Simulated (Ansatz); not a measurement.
# BAs: equation of state

The task here is to estimate one member of a computed series from the others.

Program: Ansatz 0.2.0. Level of theory: DFT PBE, scalar-relativistic. These are calculated values, not measurements.

### Starting point

Symmetry: F-43m, No. 216, cubic system. Conventional cell: a = 4.777 Å, b = 4.777 Å, c = 4.777 Å, α = 90.00°, β = 90.00°, γ = 90.00°. Around B (site symmetry -43m) lie 4 As at 2.07 Å. As (site symmetry -43m) has 4 B at 2.07 Å as nearest neighbours.

Coordinates:

```
B As
1.0
     0.00000    2.38850    2.38850
     2.38850    0.00000    2.38850
     2.38850    2.38850    0.00000
B As
1 1
Direct
  0.00000 0.00000 0.00000
  0.75000 0.75000 0.75000
```

Structure: COD 9008833, as refined from experiment and not relaxed.

Atoms are numbered in the order of the input: B1, As2.

The first run:

Input file input.yaml:

```yaml
crystal:
  lattice:
    - [0.0, 2.3562190158, 2.3562190158]
    - [2.3562190158, 0.0, 2.3562190158]
    - [2.3562190158, 2.3562190158, 0.0]
  atoms:
    - { symbol: B, position: [0.0, 0.0, 0.0] }
    - { symbol: As, position: [0.75, 0.75, 0.75] }
kpoints:
  mp_grid: { grid: [13, 13, 13] }
scf:
  occupations: { method: fermi_dirac, width: 0.05 }
hamiltonian:
  xc: pbe
  pseudopotentials: { kind: all_electron, lapw: { basis_error: 0.0005 } }
output:
  forces: true
  stress: true
  eigenvalues: true
```

Among the steps run: Volume × 0.96, LAPW; Volume × 0.96, PAW; Volume × 0.96, crystal datasets; Volume × 0.98, LAPW; Volume × 0.98, PAW; Volume × 1.02, LAPW; Volume × 1.02, PAW; Volume × 1.04, LAPW; Volume × 1.04, PAW; Volume × 1.04, crystal datasets.

One table of the session follows, with a row left open; its other results are not shown here.

```
          method  volume (Å³/atom)  pressure (GPa)  gap on the k mesh (eV)
            LAPW            13.081            9.05                    1.15
            LAPW            13.354            5.73                    1.17
            LAPW            13.626            2.73                    1.19
            LAPW            13.899            0.02                    1.21
            LAPW            14.171           -2.43                    1.23
             PAW            13.081            9.09                    1.15
             PAW            13.354            5.77                    1.17
             PAW            13.626            2.77                    1.19
             PAW            13.899               ?                       ?
             PAW            14.171           -2.40                    1.23
crystal datasets            13.081            9.05                    1.15
crystal datasets            13.626            2.73                    1.19
crystal datasets            14.171           -2.43                    1.23
```

Estimate the missing values for PAW, 13.899.

**Answer.** pressure (GPa): 0.06; gap on the k mesh (eV): 1.21. In the column «pressure (GPa)» it lies between LAPW, 13.899 (0.02) and LAPW, 13.626 (2.73).

Limits of these values: Warnings in the runs' records: crystal datasets made.
